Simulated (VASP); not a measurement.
Write the native input for VASP 6.6.1 that does the following.

| Item | Value |
| --- | --- |
| Task | single point |
| Functional | PBE |
| Potentials or basis | VASP PAW PBE potentials, release 64 (Ta_pv) |
| Cutoff | 600 eV |
| k mesh | 14 × 14 × 14 |
| Occupations | gaussian, width 0.1 eV |
| Spin | no spin polarisation |
| Further INCAR settings | ALGO = Fast; EDIFF = 1e-07; NBANDS = 12 |

The structure of Ta lies in POSCAR:

```
Ta
1.0
   -1.6512800000      1.6512800000      1.6512800000
    1.6512800000     -1.6512800000      1.6512800000
    1.6512800000      1.6512800000     -1.6512800000
Ta
1
Direct
    0.0000000000      0.0000000000      0.0000000000
```

The input as run:

INCAR

```
PREC     = Accurate       # precision mode
ENCUT    = 600            # plane-wave cutoff, eV
EDIFF    = 1E-7           # SCF threshold, eV
ISMEAR   = 0              # smearing method
SIGMA    = 0.1            # smearing width, eV
LREAL    = F              # projectors in reciprocal space
LASPH    = T              # aspherical terms in the spheres
NELM     = 80             # most SCF steps
ALGO     = Fast           # electronic algorithm
ISIF     = 2              # what is computed and relaxed
LWAVE    = F              # write WAVECAR
LCHARG   = F              # write CHGCAR
GGA      = PE             # functional
NBANDS   = 12             # bands
```

KPOINTS

```
regular mesh
0
Gamma
  14 14 14
```

Potentials or basis: VASP PAW PBE potentials, release 64 (Ta_pv).

Command:

```bash
$ cat potpaw_PBE.64/Ta_pv/POTCAR > POTCAR
$ mpirun -np 1 vasp_std > vasp.out
```

Results of the run:

| Quantity | Value |
| --- | --- |
| Pressure | 3.2 GPa |
| Band gap on the k mesh | none (metal or under the smearing width) |

Wall time 13 s on 1 thread of Intel(R) Xeon(R) Platinum 8559C (Emerald Rapids), on a shared host, peak memory 0.15 GiB.
